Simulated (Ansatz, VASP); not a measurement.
## One calculation of HfO2, two programs

The input INCAR:

```
PREC     = Accurate       # precision mode
ENCUT    = 520            # plane-wave cutoff, eV
EDIFF    = 1E-6           # SCF threshold, eV
ISMEAR   = 0              # smearing method
SIGMA    = 0.05           # smearing width, eV
LREAL    = False          # projectors in reciprocal space
LASPH    = True           # aspherical terms in the spheres
NELM     = 100            # most SCF steps
ALGO     = Normal         # electronic algorithm
ISIF     = 2              # what is computed and relaxed
LWAVE    = False          # write WAVECAR
LCHARG   = True           # write CHGCAR
GGA      = PE             # functional
LELF     = True           # ELF
LVHAR    = True         
NBANDS   = 18             # bands
```

File KPOINTS:

```
regular mesh
0
Gamma
  8 8 8
```

The input POSCAR:

```
HfO2
1.0
    0.0000000000      2.4615937500      2.5575000000
    2.5575000000      0.0000000000      2.5575000000
    2.5575000000      2.4615937500      0.0000000000
Hf O
1 2
Direct
    0.0000000000      0.0000000000      0.0000000000
    0.2500000000      0.2500000000      0.2500000000
    0.7500000000      0.7500000000      0.7500000000
```

Input for Ansatz:

```yaml
crystal:
  lattice:
    - [0.0, 2.46159375, 2.5575]
    - [2.5575, 0.0, 2.5575]
    - [2.5575, 2.46159375, 0.0]
  atoms:
    - { symbol: Hf, position: [0.0, 0.0, 0.0] }
    - { symbol: O, position: [0.25, 0.25, 0.25] }
    - { symbol: O, position: [0.75, 0.75, 0.75] }
basis:
  ecutwfc: 420
kpoints:
  mp_grid: { grid: [8, 8, 8] }
hamiltonian:
  xc: pbe
scf:
  occupations: { method: gaussian, width: 0.05 }
output:
  forces: true
  stress: true
  eigenvalues: true
  write_density: true
  write_potential: true
  elf: true
  volumetric_format: npy
```

Change from the starting cell: strain -0.0375 x Voigt [0, 1, 0, 0, 0, 0], atoms carried along.

Alike in both runs: task single point; functional PBE; k mesh 8 × 8 × 8; occupations gaussian, width 0.05 eV; no spin polarisation.

|  | VASP | Ansatz |
| --- | --- | --- |
| version | VASP 6.6.1 | Ansatz 0.2.0 |
| potentials or method | VASP PAW PBE potentials, release 64 (Hf_pv, O) | scalar-relativistic, plane waves, PAW |
| plane-wave cutoff (eV) | 520 | 420 |
| valence electrons in the cell | 22 | 38 |

|  | VASP | Ansatz | Ansatz less VASP |
| --- | --- | --- | --- |
| gap on the k mesh at the Fermi level (eV) | 3.40 | 3.41 | +0.006 |
| least direct gap on the mesh (eV) | 3.52 | 3.51 | -0.010 |
| pressure (GPa) | 3.5 | 7.4 | +3.87 |
| largest component of the traceless stress (GPa) | 12.09 | 11.86 | -0.227 |

One of these differences is far larger than is usual between the two programs; its cause wasn't traced. With one functional, cell and mesh, what is left measures potentials, basis and numerics. The two sets of potentials don't hold the same shells in valence.

Caveats: spin-orbit coupling is left out, which moves the levels of the heavy elements. A k mesh can miss the band edges.
